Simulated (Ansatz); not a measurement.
Consider the hydrogen abstraction from the Au–H bond: `[AuH]` + `F[C](F)F`• → Au• + `FC(F)F`.

Program: Ansatz. Geometries: PBE0-D4/def2-TZVP. ΔE: electronic, gas phase. CBS: MP2 limit from def2 TZ/QZ plus the TZ coupled-cluster correction, frozen cores. This one scheme is used for every species, atoms too. Functionals use def2-TZVPP. HSE06 is defined as in plane-wave codes. Open shells (•) are unrestricted, without spin–orbit coupling. def2 core potentials past Kr. For Au outer-core shells are correlated without core-valence functions, so the limit isn't a true one: a few kJ/mol of doubt a bond, and 10 to 20 or more in all where bonds break to atoms.

```json
{"level": "revPBE-D4", "ΔE (kJ/mol)": "-143.1", "difference from CCSD(T)/CBS": "16.2"}
{"level": "r2SCAN-D4", "ΔE (kJ/mol)": "-133.1", "difference from CCSD(T)/CBS": "26.2"}
{"level": "HSE06-D4", "ΔE (kJ/mol)": "-163.7", "difference from CCSD(T)/CBS": "-4.4"}
{"level": "CAM-B3LYP-D4", "ΔE (kJ/mol)": "-172.6", "difference from CCSD(T)/CBS": "-13.3"}
{"level": "ωB97M-V", "ΔE (kJ/mol)": "-184.9", "difference from CCSD(T)/CBS": "-25.6"}
{"level": "B2PLYP", "ΔE (kJ/mol)": "-167.6", "difference from CCSD(T)/CBS": "-8.3"}
{"level": "PBE", "ΔE (kJ/mol)": "-139.9", "difference from CCSD(T)/CBS": "19.4"}
{"level": "MP2/def2-SVP", "ΔE (kJ/mol)": "-171.5", "difference from CCSD(T)/CBS": "-12.2"}
{"level": "CCSD/def2-SVP", "ΔE (kJ/mol)": "-176.6", "difference from CCSD(T)/CBS": "-17.3"}
{"level": "CCSD(T)/def2-SVP", "ΔE (kJ/mol)": "-170.2", "difference from CCSD(T)/CBS": "-10.9"}
{"level": "HF/def2-TZVPP", "ΔE (kJ/mol)": "-210.0", "difference from CCSD(T)/CBS": "-50.7"}
{"level": "MP2/def2-TZVPP", "ΔE (kJ/mol)": "-168.5", "difference from CCSD(T)/CBS": "-9.2"}
{"level": "CCSD/def2-TZVPP", "ΔE (kJ/mol)": "-177.2", "difference from CCSD(T)/CBS": "-17.9"}
{"level": "HF/CBS(def2)", "ΔE (kJ/mol)": "-206.6", "difference from CCSD(T)/CBS": "-47.3"}
{"level": "MP2/CBS(def2)", "ΔE (kJ/mol)": "-159.5", "difference from CCSD(T)/CBS": "-0.2"}
{"level": "CCSD/CBS(def2)", "ΔE (kJ/mol)": "-168.1", "difference from CCSD(T)/CBS": "-8.8"}
{"level": "CCSD(T)/CBS", "ΔE (kJ/mol)": "-159.3", "difference from CCSD(T)/CBS": "0"}
```

Largest T1 diagnostic among the species: 0.027, so the coupled-cluster value is less sure than usual.

From PBE to PBE0 (25 % exact exchange), in def2-TZVPP and without D4, ΔE moves by −24.5 kJ/mol. Leaving LDA and LC-ωPBE aside and taking each functional with its dispersion term where it has one, the values, not all of them listed here, spread over 57.9 kJ/mol, from BHLYP-D4 to r2SCAN-D4. LDA lies +10.7 kJ/mol from PBE without D4.

CCSD(T)/CBS has its own doubt, a few kJ/mol and more with outer-core shells, so smaller differences from it don't rank the levels.
